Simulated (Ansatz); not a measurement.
Crystals in the rock-salt structure, computed with PBE in Ansatz (plane-wave DFT, scalar-relativistic, harmonic phonons, no LO–TO term at Γ; fixed occupations; no spin; PAW, where unfrozen means all-electron datasets; each on its own modest k mesh, which can be coarse for ε∞).

| crystal | cell | k mesh | potentials | phonons by | Å³/atom | top Γ mode (cm⁻¹) | lowest mode at X = [0.5, 0, 0.5] (cm⁻¹) | top mode at X = [0.5, 0, 0.5] (cm⁻¹) | mean ε∞ | mean Born charge of the element in brackets (e) |
| --- | --- | --- | --- | --- | --- | --- | --- | --- | --- | --- |
| NaH [Na] | typed | 6×6×6 | unfrozen PAW | linear response | 14.08 | 495 | 137 | 840 | 3.11 | 0.97 |
| MgO [Mg] | relaxed | 6×6×6 | unfrozen PAW | linear response | 9.63 | ? | ? | ? | ? | ? |
| MgS [Mg] | relaxed | 6×6×6 | unfrozen PAW | linear response | 17.88 | 224 | 126 | 292 | 5.34 | 2.35 |
| KBr [K] | relaxed | 6×6×6 | unfrozen PAW | linear response | 37.68 | 100 | 42 | 111 | 2.50 | 1.14 |
| AgCl [Ag] | relaxed | 6×6×6 | unfrozen PAW | linear response | 22.10 | 92 | 34 | 166 | 4.94 | 1.46 |
| BaS [Ba] | relaxed | 6×6×6 | unfrozen PAW | linear response | 33.21 | ? | ? | ? | ? | ? |

Estimate the entries marked ?.

MgO: top Γ mode (cm⁻¹) 365, lowest mode at X = [0.5, 0, 0.5] (cm⁻¹) 279, top mode at X = [0.5, 0, 0.5] (cm⁻¹) 526, mean ε∞ 3.24, mean Born charge of the element in brackets (e) 2.00. BaS: top Γ mode (cm⁻¹) 135, lowest mode at X = [0.5, 0, 0.5] (cm⁻¹) 64, top mode at X = [0.5, 0, 0.5] (cm⁻¹) 169, mean ε∞ 4.73, mean Born charge of the element in brackets (e) 2.60.
